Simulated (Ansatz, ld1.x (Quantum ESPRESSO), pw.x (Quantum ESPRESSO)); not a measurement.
**S (Z = 16) (fcc): variants of one TM potential in the solid**

* Element: sulfur
* Generator: ld1.x (Quantum ESPRESSO) 7.5
* Type: norm-conserving Troullier–Martins (Kleinman–Bylander form)
* Functional: PBE
* Relativity: scalar-relativistic
* Frozen core: [Ne]
* Valence charge: 6
* Reference configuration: 3s2 3p4
* Partial waves: 3s (bound): rc 1.45 bohr; 3p (bound): rc 1.70 bohr
* Local potential: all-electron potential smoothed inside 1.20 bohr (lloc = -1)
* Core correction: Bessel-smoothed model core inside 1.30 bohr

Crystal test: fcc S in pw.x 7.5, no spin, 14³ k-points, Fermi–Dirac smearing 0.01 Ry, cutoffs set for each file from its atomic test. The reference is all-electron LAPW (Ansatz 0.2.0) with the same functional, mesh and smearing; V0 and B0 come from Birch–Murnaghan fits to the pressures at five volumes. Errors are pseudo minus all-electron; Δ is the rms difference of the E(V) curves that follow from these fits, minima aligned, over ±6 % about the mean V0. Mesh and smearing are coarse, so the numbers serve the comparison and aren't converged zero-temperature values; the lattice is a test structure that the element need not adopt.

All-electron: a0 = 3.994 Å (V0 = 15.92 Å³/atom), B0 = 76.3 GPa.

Base: This is a poor potential for the solid.

1 further variants are left out: they gave no file fit for a test, a broken result, the same result as the base, or pressures whose basis-set error rivals the error shown.

A dash in a converged row means that the minimum lies outside the volumes sampled.

| change | cutoffs (Ry) | pw.x | a0 (Å) | a0 error (%) | B0 error (%) | Δ (meV/atom) | mean pressure error (GPa) |
| --- | --- | --- | --- | --- | --- | --- | --- |
| base | 75/300 | converged | 4.029 | +0.89 | -0.8 | 7.2 | +2.15 |
| local potential all-electron potential smoothed inside 1.00 bohr (lloc = -1) | 75/300 | converged | 3.998 | +0.11 | +1.3 | 0.9 | +0.27 |
| type ultrasoft; waves now 3s (bound): rcut 1.25, rcutus 1.45 bohr; 3s channel at -0.65 Ry: rcut 1.25, rcutus 1.45 bohr; 3p (bound): rcut 1.50, rcutus 1.70 bohr; 3p channel at 1.6 Ry: rcut 1.50, rcutus 1.70 bohr; local potential all-electron potential smoothed inside 1.55 bohr (lloc = -2); augmentation built from norm-conserving waves at rcut, not smoothed further | 40/600 | converged | – | – | – | – | +5.62 |
| wave 3s (bound): rc 1.45 bohr becomes 3s (bound): rc 2.00 bohr | 50/200 | converged | 4.024 | +0.76 | -0.0 | 6.1 | +1.83 |

Give the row for: all radii but the core radius scaled by about 1.40 (s 2.02, p 2.38 bohr); local potential all-electron potential smoothed inside 1.68 bohr (lloc = -1).

pw.x: converged; mean pressure error (GPa): +3.91; a0 (Å): 4.056; a0 error (%): +1.57; B0 error (%): -1.5; Δ (meV/atom): 12.6.
